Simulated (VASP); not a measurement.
**Ti: single point with PBEsol**

Crystal: Ti.

```
Ti
1.0
     2.86791    0.00000    0.00000
     0.00000    2.86791    0.00000
     1.43396    1.43396    2.02792
Ti
1
Direct
  0.00000 0.00000 0.00000
```

This isn't the form of Ti at room conditions, which is hcp.

The cell isn't the ideal one: bulk in the cell of the (1 0 0) plane.

| Quantity | Value |
| --- | --- |
| Program | VASP 6.6.1 |
| Task | single point |
| Functional | PBEsol |
| Potentials or basis | VASP PAW PBE potentials, release 64 (Ti_sv) |
| Cutoff | 520 eV |
| k mesh | 12 × 12 × 17 |
| Occupations | gaussian, width 0.1 eV |
| Spin | no spin polarisation |
| Dipole correction | no |
| Further INCAR settings | ALGO = Fast; EDIFF = 1e-06; NBANDS = 12; ISYM = 0 |

```yaml
Pressure: -0.3 GPa
Band_gap_on_the_k_mesh: none (metal or under the smearing width)
```

Levels at points of the mesh, in eV from the Fermi level:
```tsv
k point	band 3	band 4	band 5	band 6	band 7	band 8	band 9	band 10
(0.00, 0.00, 0.00)	-32.32	-32.32	-6.20	0.89	0.89	0.89	2.61	2.61
(0.50, 0.00, 0.00)	-32.42	-32.42	-2.70	0.74	0.76	0.76	3.76	3.76
(0.00, 0.50, 0.00)	-32.42	-32.42	-2.70	0.74	0.76	0.76	3.76	3.76
(0.50, 0.50, 0.00)	-32.59	-32.59	-2.74	-1.83	3.02	3.74	4.06	4.06
```

It took 2.1 min on 1 thread of Intel(R) Xeon(R) 6975P-C (Granite Rapids) (shared host), peak memory 0.34 GiB.

Caveat: the PAW data sets were made with another functional, which shifts forces and pressure a little; the real-space grid breaks the cell's symmetry a little.
